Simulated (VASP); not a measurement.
Input of a VASP 6.6.1 run:

Contents of POSCAR:

```
WS2
1.0
    3.1800000000      0.0000000000      0.0000000000
   -1.5900000000      2.7539607840      0.0000000000
    0.0000000000      0.0000000000     12.5000000000
W S
2 4
Direct
    0.6666666667      0.3333333333      0.7500000000
    0.3333333333      0.6666666667      0.2500000000
    0.6666666667      0.3333333333      0.3750000000
    0.3333333333      0.6666666667      0.8750000000
    0.6666666667      0.3333333333      0.1250000000
    0.3333333333      0.6666666667      0.6250000000
```

Contents of INCAR.step1:

```
PREC = Accurate ; ENCUT = 520
EDIFF = 1E-7 ; ISMEAR = 0
SIGMA = 0.02 ; LREAL = F
LASPH = T ; NELM = 80
ALGO = Normal ; ISIF = 2
LWAVE = F ; LCHARG = T
LMAXMIX = 4 ; GGA = PE
KPAR = 2
```

The input KPOINTS.step1:

```
regular mesh
0
Gamma
  10 10 4
```

The input INCAR.step2:

```
PREC = Accurate ; ENCUT = 520
EDIFF = 1E-7 ; ISMEAR = 0
SIGMA = 0.05 ; LREAL = F
LASPH = T ; NELM = 80
ALGO = Normal ; ISIF = 2
LWAVE = F ; LCHARG = F
LMAXMIX = 4 ; GGA = PE
ICHARG = 11 ; KPAR = 2
```

KPOINTS.step2

```
path GMKGALHA,LM,KH
15
line-mode
reciprocal
 0.0000000000  0.0000000000  0.0000000000  G
 0.5000000000  0.0000000000  0.0000000000  M

 0.5000000000  0.0000000000  0.0000000000  M
 0.3333333333  0.3333333333  0.0000000000  K

 0.3333333333  0.3333333333  0.0000000000  K
 0.0000000000  0.0000000000  0.0000000000  G

 0.0000000000  0.0000000000  0.0000000000  G
 0.0000000000  0.0000000000  0.5000000000  A

 0.0000000000  0.0000000000  0.5000000000  A
 0.5000000000  0.0000000000  0.5000000000  L

 0.5000000000  0.0000000000  0.5000000000  L
 0.3333333333  0.3333333333  0.5000000000  H

 0.3333333333  0.3333333333  0.5000000000  H
 0.0000000000  0.0000000000  0.5000000000  A

 0.5000000000  0.0000000000  0.5000000000  L
 0.5000000000  0.0000000000  0.0000000000  M

 0.3333333333  0.3333333333  0.0000000000  K
 0.3333333333  0.3333333333  0.5000000000  H
```

Potentials or basis: VASP PAW PBE potentials, release 64 (W_sv, S).

The run is started by

```bash
$ cat potpaw_PBE.64/W_sv/POTCAR potpaw_PBE.64/S/POTCAR > POTCAR
$ cp INCAR.step1 INCAR
$ cp KPOINTS.step1 KPOINTS
$ mpirun -np 2 vasp_std > vasp.out
$ cp INCAR.step2 INCAR
$ cp KPOINTS.step2 KPOINTS
$ mpirun -np 2 vasp_std > vasp.out
```

Question: Predict the band gap on the k mesh.

Answer: 1.14 eV, indirect (least direct gap 2.09 eV).

Question: Predict the band gap along the path.

Answer: 1.06 eV, indirect (least direct gap 1.74 eV).

Levels at the corners of the path, in eV from the valence-band top:
| point | band 22 | band 23 | band 24 | band 25 | band 26 | band 27 | band 28 | band 29 | band 30 | band 31 |
| --- | --- | --- | --- | --- | --- | --- | --- | --- | --- | --- |
| Γ | -2.25 | -2.25 | -1.57 | -1.08 | 0.00 | 2.26 | 2.26 | 2.28 | 2.33 | 2.41 |
| M | -2.70 | -2.01 | -1.85 | -1.66 | -1.50 | 2.22 | 2.25 | 2.57 | 2.79 | 3.14 |
| M | -2.70 | -2.01 | -1.85 | -1.66 | -1.50 | 2.22 | 2.25 | 2.57 | 2.79 | 3.14 |
| K | -4.02 | -2.92 | -2.92 | -0.72 | -0.55 | 1.19 | 1.19 | 2.20 | 3.28 | 3.34 |
| K | -4.02 | -2.92 | -2.92 | -0.72 | -0.55 | 1.19 | 1.19 | 2.20 | 3.28 | 3.34 |
| Γ | -2.25 | -2.25 | -1.57 | -1.08 | 0.00 | 2.26 | 2.26 | 2.27 | 2.27 | 2.36 |
| Γ | -2.25 | -2.25 | -1.57 | -1.08 | 0.00 | 2.26 | 2.26 | 2.27 | 2.28 | 2.37 |
| A | -2.27 | -2.27 | -2.27 | -0.30 | -0.30 | 2.25 | 2.26 | 2.27 | 2.31 | 2.44 |
| A | -2.27 | -2.27 | -2.27 | -0.30 | -0.30 | 2.25 | 2.25 | 2.26 | 2.28 | 2.44 |
| L | -2.81 | -1.93 | -1.93 | -1.57 | -1.57 | 2.23 | 2.23 | 2.70 | 2.70 | 3.43 |
| L | -2.81 | -1.93 | -1.93 | -1.57 | -1.57 | 2.23 | 2.23 | 2.70 | 2.70 | 3.43 |
| H | -3.77 | -3.05 | -3.05 | -0.64 | -0.64 | 1.19 | 1.19 | 2.67 | 2.67 | 3.41 |
| H | -3.77 | -3.05 | -3.05 | -0.64 | -0.64 | 1.19 | 1.19 | 2.67 | 2.67 | 3.41 |
| A | -2.27 | -2.27 | -2.27 | -0.30 | -0.30 | 2.25 | 2.25 | 2.26 | 2.27 | 2.44 |
| L | -2.81 | -1.93 | -1.93 | -1.57 | -1.57 | 2.23 | 2.23 | 2.70 | 2.70 | 3.43 |
| M | -2.70 | -2.01 | -1.85 | -1.66 | -1.50 | 2.22 | 2.25 | 2.57 | 2.79 | 3.14 |
| K | -4.02 | -2.92 | -2.92 | -0.72 | -0.55 | 1.19 | 1.19 | 2.20 | 3.29 | 3.34 |
| H | -3.77 | -3.05 | -3.05 | -0.64 | -0.64 | 1.19 | 1.19 | 2.67 | 2.67 | 3.41 |

Caveat: the log is that of the step along the path at fixed density, whose energy, stress, charges and moments have no meaning; spin-orbit coupling is left out, which moves the levels of the heavy elements. As with any semilocal functional, this PBE gap is likely too small.
